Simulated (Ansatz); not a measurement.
Take a crystal in which Zn has been replaced by Ti on all its sites, with the cell rescaled by a rough guess (in some cases also distorted within its space group) and nothing relaxed:

```xyz
4
Lattice="4.5672 0.0000 0.0000 0.0000 4.5672 0.0000 0.0000 0.0000 6.7493" Properties=species:S:1:pos:R:3 pbc="T T T"
Ti    0.0000    0.0000    0.0000
Ti    2.2836    2.2836    0.0000
Se    0.0000    2.2836    1.6622
Se    2.2836    0.0000    5.0871
```

The calculation used DFT PBEsol, scalar-relativistic, plane waves, PAW (Ansatz 0.2.0).

Plane waves to 420 eV, a k mesh through Γ of 10×10×6 on the computed 4-atom cell and Gaussian smearing (0.10 eV); collinear spin from starting moments 1.64 1.64 0 0 μB.

Q: What pressure does the cell carry?

A: The pressure is -10.2 GPa (positive in compression), so the cell would contract.

Q: Is it a metal on this mesh?

A: Yes, a band crosses the Fermi level.

Q: What is its energy against the elements in their standard states?

A: -0.301 eV/atom at this unrelaxed geometry, with the elements in the same functional.

Q: What moments result?

A: Ti1 1.44, Ti2 1.44, Se3 -0.07, Se4 -0.07 μB.

The cell holds layers, and where no dispersion correction was added their binding is poorly described.